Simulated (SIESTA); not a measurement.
The system is MgO2.

```
CELL_PARAMETERS angstrom
1.60476 0.92651 3.49398
-1.60476 0.92651 3.49398
0.00000 -1.85302 3.49398
ATOMIC_POSITIONS crystal
Mg 0.00000 0.00000 0.00000
O 0.57121 0.57121 0.57121
O 0.42879 0.42879 0.42879
```

The cell comes from a database or a generator and needn't be the stable form of this composition.

Base run:

| Property | Result |
| --- | --- |
| Program | SIESTA 5.4.2 |
| Functional | LDA |
| Potentials or basis | PseudoDojo 0.4 standard (LDA files) |
| Basis | DZP (energy shift 0.003 Ry; two zetas on semicore shells) |
| Grid cutoff | 800 Ry |
| Energy shift | 0.003 Ry |
| k mesh | 10 × 10 × 10 |
| Occupations | fermi-dirac, width 0.05 eV |
| Spin | no spin polarisation |

Its results: band gap on the k mesh 2.08 eV, direct; pressure -6.9 GPa; largest force 0.222 eV/Å.

Question: The run is repeated on the same cell with these changes: functional from LDA to PBEsol; potentials or basis from PseudoDojo 0.4 standard (LDA files) to PseudoDojo 0.4 standard (PBEsol files). What comes out?

Answer: Band gap on the k mesh 2.11 eV, direct; pressure -2.0 GPa; largest force 0.104 eV/Å.

Caveats: the basis of atomic orbitals isn't converged, which shifts pressures, moduli and gaps.

Not every run made on this cell is shown here.
